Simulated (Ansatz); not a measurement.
**HfN (rocksalt): a single-point run**

Aim: a sound single-point run of HfN (rocksalt). The structure is shown as the input types it.

Program: Ansatz 0.2.0. Level of theory: DFT PBE, spin-orbit coupling, plane waves, PAW. These are calculated values, not measurements.

## Step 1: The structure to begin with

The structure is cubic, space group Fm-3m (No. 225). Conventional cell: a = 4.545 Å, b = 4.545 Å, c = 4.545 Å, α = 90.00°, β = 90.00°, γ = 90.00°. Around Hf (site symmetry m-3m) lie 6 N at 2.27 Å. Around N (site symmetry m-3m) lie 6 Hf at 2.27 Å.

Coordinates:

```cif
data_structure
_symmetry_space_group_name_H-M 'P 1'
_symmetry_Int_Tables_number 1
_cell_length_a 3.2140
_cell_length_b 3.2140
_cell_length_c 3.2140
_cell_angle_alpha 60.000
_cell_angle_beta 60.000
_cell_angle_gamma 60.000
_cell_volume 23.48
loop_
_atom_site_label
_atom_site_type_symbol
_atom_site_fract_x
_atom_site_fract_y
_atom_site_fract_z
_atom_site_occupancy
Hf1 Hf 0.50000 0.50000 0.50000 1
N1 N 0.00000 0.00000 0.00000 1
```

## Step 2: Input and run

The input, input.yaml:

```yaml
crystal:
  lattice:
    - [0.0, 2.2726372262, 2.2726372262]
    - [2.2726372262, 0.0, 2.2726372262]
    - [2.2726372262, 2.2726372262, 0.0]
  atoms:
    - { symbol: Hf, position: [0.5, 0.5, 0.5] }
    - { symbol: "N", position: [0.0, 0.0, 0.0] }
basis:
  ecutwfc: 420
  ecutrho_ratio: 4
kpoints:
  mp_grid: { grid: [12, 12, 12] }
hamiltonian:
  xc: pbe
scf:
  occupations: { method: gaussian, width: 0.05 }
  max_iter: 80
output:
  forces: true
  stress: true
magnetization:
  spin_polarized: true
  initial_magnetization: 7
```

The run is started by

```console
$ ansatz run input.yaml --threads 4 --pin off --max-ram 7168MiB --backend cpu --events-out ev --progress --plain --runs-dir out
```

What happens when this is run?

This run ends as converged, with warnings (filled band counts differ across k points, given moment on shells, seeded moment not kept). Its log warns: «where an SCF of this run starts from atoms to list the orders of its open shells, Hf (site 0, from 0) starts with 2.00 μB on its 5d shell ...»

The suspect setting: magnetization.spin_polarized is true; magnetization.initial_magnetization is 7; magnetization.noncollinear is missing; magnetization.spin_orbit is missing. The typed moment seeds the first density and isn't held; the loop moved away from it. The run ends with a total moment of 0.00 μB.

Run again and compare: delete magnetization.spin_polarized and magnetization.initial_magnetization (the default then holds) and set magnetization.noncollinear to true and magnetization.spin_orbit to true.
